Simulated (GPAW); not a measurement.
Runs of GPAW 26.7.0 on InPd. The structure is cubic, space group Fm-3m (No. 225). The conventional cell has a = 5.492 Å, b = 5.492 Å, c = 5.492 Å, α = 90.00°, β = 90.00°, γ = 90.00°. In (site symmetry m-3m) has 6 Pd at 2.75 Å as nearest neighbours. Pd (site symmetry m-3m) has 6 In at 2.75 Å as nearest neighbours. The cell was built by a generator and needn't be a form met in nature.

| level | potentials or basis | eigensolver | older calculator (legacy_gpaw) | gap on the mesh (eV) | pressure (GPa) |
| --- | --- | --- | --- | --- | --- |
| TPSS | GPAW PAW data sets (gpaw-data 1.2.1), pw | davidson | - | none | -3.6 |
| optB88-vdW | GPAW PAW data sets (gpaw-data 1.2.1), pw | - | yes | none | - |
| r2SCAN | GPAW PAW data sets (gpaw-data 1.2.1), pw | - | - | none | -2.9 |
| revPBE | the program's PAW data sets (release 1.2.1) made for this functional, pw | - | - | none | (a) |
| vdW-DF-cx | GPAW PAW data sets (gpaw-data 1.2.1), pw | - | - | none | - |

Alike in all rows: task single point; no spin polarisation; cell as given; k mesh 8 × 8 × 8; cutoff (eV) 600; smearing fermi-dirac 0.05 eV.

Fill in the values left out.

(a) 1.8.

Caveats: the PAW data sets were made with another functional, which shifts forces and pressure a little (some runs).

A k mesh can miss the band edges, and the runs leave out spin-orbit coupling on In, Pd.

A gap of «none» marks a metal or a gap under the smearing width.
